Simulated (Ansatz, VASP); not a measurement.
GaAs in VASP and in Ansatz

```xyz
2
Lattice="0.0000 2.8268 2.8268 2.8268 0.0000 2.8268 2.8268 2.8268 0.0000" Properties=species:S:1:pos:R:3 pbc="T T T"
Ga    0.0000    0.0000    0.0000
As    4.2403    4.2403    4.2403
```

Alike in both runs: task single point; functional r2SCAN; k mesh 8 × 8 × 8; occupations gaussian, width 0.05 eV; no spin polarisation.

|  | VASP | Ansatz |
| --- | --- | --- |
| version | VASP 6.6.1 | Ansatz 0.2.0 |
| potentials or method | VASP PAW PBE potentials, release 64 (Ga_d, As) | scalar-relativistic, plane waves, PAW |
| plane-wave cutoff (eV) | 520 | 500 |
| valence electrons in the cell | 18 | 28 |

```tsv
	VASP	Ansatz	Ansatz less VASP
gap on the k mesh at the Fermi level (eV)	1.00	1.02	+0.019
least direct gap on the mesh (eV)	1.00	1.02	+0.019
pressure (GPa)	0.6	0.5	-0.12
```

The functional is the same, so the differences come from potentials, cutoffs and numerics. The two sets of potentials don't hold the same shells in valence.

Caveats: the PAW data sets were made with another functional, which shifts forces and pressure a little (VASP). r2SCAN opens gaps a little over a GGA but as a rule still falls short of measured ones. A k mesh can miss the band edges.
